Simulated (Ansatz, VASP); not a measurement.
Ta: VASP beside Ansatz

File INCAR:

```
SYSTEM = Ta
PREC     = Accurate       ! precision mode
ENCUT    = 520            ! plane-wave cutoff, eV
EDIFF    = 1E-6           ! SCF threshold, eV
ISMEAR   = 0              ! smearing method
SIGMA    = 0.1            ! smearing width, eV
LREAL    = .FALSE.        ! projectors in reciprocal space
LASPH    = .TRUE.         ! aspherical terms in the spheres
NELM     = 60             ! most SCF steps
ALGO     = Normal         ! electronic algorithm
ISIF     = 2              ! what is computed and relaxed
LWAVE    = .FALSE.        ! write WAVECAR
LCHARG   = .FALSE.        ! write CHGCAR
GGA      = PS             ! functional
NBANDS   = 12             ! bands
```

Contents of KPOINTS:

```
regular mesh
0
G
  16 16 16
  0 0 0
```

Contents of POSCAR:

```
Ta
1.0
    0.0000000000      2.2305565440      2.2305565440
    2.2305565440      0.0000000000      2.2305565440
    2.2305565440      2.2305565440      0.0000000000
Ta
1
Direct
    0.0000000000      0.0000000000      0.0000000000
```

Input for Ansatz:

```yaml
crystal:
  lattice:
    - [0.0, 2.230556544, 2.230556544]
    - [2.230556544, 0.0, 2.230556544]
    - [2.230556544, 2.230556544, 0.0]
  atoms:
    - { symbol: Ta, position: [0.0, 0.0, 0.0] }
basis:
  ecutwfc: 420
kpoints:
  mp_grid: { grid: [16, 16, 16] }
hamiltonian:
  xc: pbesol
scf:
  occupations: { method: gaussian, width: 0.1 }
output:
  forces: true
  stress: true
  eigenvalues: true
```

Alike in both runs: task single point; functional PBEsol; k mesh 16 × 16 × 16; occupations gaussian, width 0.1 eV; no spin polarisation.

|  | VASP | Ansatz |
| --- | --- | --- |
| version | VASP 6.6.1 | Ansatz 0.2.0 |
| potentials or method | VASP PAW PBE potentials, release 64 (Ta_pv) | scalar-relativistic, plane waves, PAW |
| plane-wave cutoff (eV) | 520 | 420 |
| valence electrons in the cell | 11 | 13 |

```csv
,VASP,Ansatz,Ansatz less VASP
gap on the k mesh at the Fermi level (eV),none,none,-
pressure (GPa),-27.6,-27.6,+0.05
```

A gap of «none» marks a metal or a gap that the smearing closes. With one functional, cell and mesh, what is left measures potentials, basis and numerics. The two sets of potentials don't hold the same shells in valence.

Caveats: so large a pressure means that the cell lies far from this level's equilibrium, or that cutoff or potentials fall short (VASP); the potentials were made for another functional, which shifts forces and pressure (VASP). Spin-orbit coupling is left out, which matters for the levels of Ta.
